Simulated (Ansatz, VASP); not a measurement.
Two plane-wave programs on CdI2

```
I Cd
1.0
     4.32724    0.00000    0.00000
    -2.16362    3.74750    0.00000
     0.00000    0.00000    6.99352
I Cd
2 1
Direct
  0.66667 0.33333 0.75080
  0.33333 0.66667 0.24920
  0.00000 0.00000 0.00000
```

Change from the starting cell: volume scaled by 1.06.

Alike in both runs: task single point; functional PBE; k mesh 7 × 7 × 4; occupations fermi-dirac, width 0.05 eV; no spin polarisation.

|  | VASP | Ansatz |
| --- | --- | --- |
| version | VASP 6.6.1 | Ansatz 0.2.0 |
| potentials or method | VASP PAW PBE potentials, release 64 (I, Cd) | Ansatz PAW |
| plane-wave cutoff (eV) | 520 | 420 |
| valence electrons in the cell | 26 | 54 |

VASP gave:

| Item | Value |
| --- | --- |
| gap on the k mesh at the Fermi level (eV) | 2.29 |
| least direct gap on the mesh (eV) | 2.40 |
| pressure (GPa) | 0.0 |
| largest component of the traceless stress (GPa) | 0.05 |
| rms of the force components (eV/Å) | 0.075 |

Task: What did Ansatz give for the same quantities?

Result: gap on the k mesh at the Fermi level (eV): 2.30; least direct gap on the mesh (eV): 2.41; pressure (GPa): -0.1; largest component of the traceless stress (GPa): 0.06; rms of the force components (eV/Å): 0.083.

Atom by atom the forces differ by 0.008 eV/Å (rms over components). The two sets of potentials don't hold the same shells in valence.

Caveats: spin-orbit coupling is left out, which moves the levels of the heavy elements; this functional lacks dispersion, which binds the layers, so the pressure and a relaxed spacing across them are unreliable; an odd mesh through Γ misses points on the zone boundary, where band edges often lie (VASP); odd divisions of the mesh miss points on the zone boundary, where band edges often lie, so the gap on the mesh can be too wide (Ansatz).
